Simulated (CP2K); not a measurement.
Runs of CP2K 2026.2 on Nb. It takes space group Im-3m (No. 229, cubic). The conventional cell has a = 3.328 Å, b = 3.328 Å, c = 3.328 Å, α = 90.00°, β = 90.00°, γ = 90.00°. Around Nb (site symmetry m-3m) lie 8 Nb at 2.88 Å. 

```csv
level,cutoff of the non-local correlation (Ry),gap on the mesh (eV),pressure (GPa)
PBEsol,-,none,-6.4
TPSS,-,none,(b)
revPBE,-,none,0.8
PBE,-,none,-1.0
rev-vdW-DF2,300,none,(a)
```

Alike in all rows: task single point; potentials or basis POTENTIAL_UZH Nb GTH-PBE-q13; TZVP-MOLOPT-PBE-GTH basis; no spin polarisation; cell as given; k mesh 11 × 11 × 11; smearing fermi-dirac 0.05 eV.

Problem. Estimate the missing entries.

Solution. (a) -3.5; (b) -3.1.

Caveats: the basis of atomic orbitals isn't converged, which shifts pressures, moduli and gaps; the potentials were made for another functional, which shifts forces and pressure (some runs).

A k mesh can miss the band edges, and the runs leave out spin-orbit coupling on Nb.

A gap of «none» marks a metal or a gap under the smearing width.
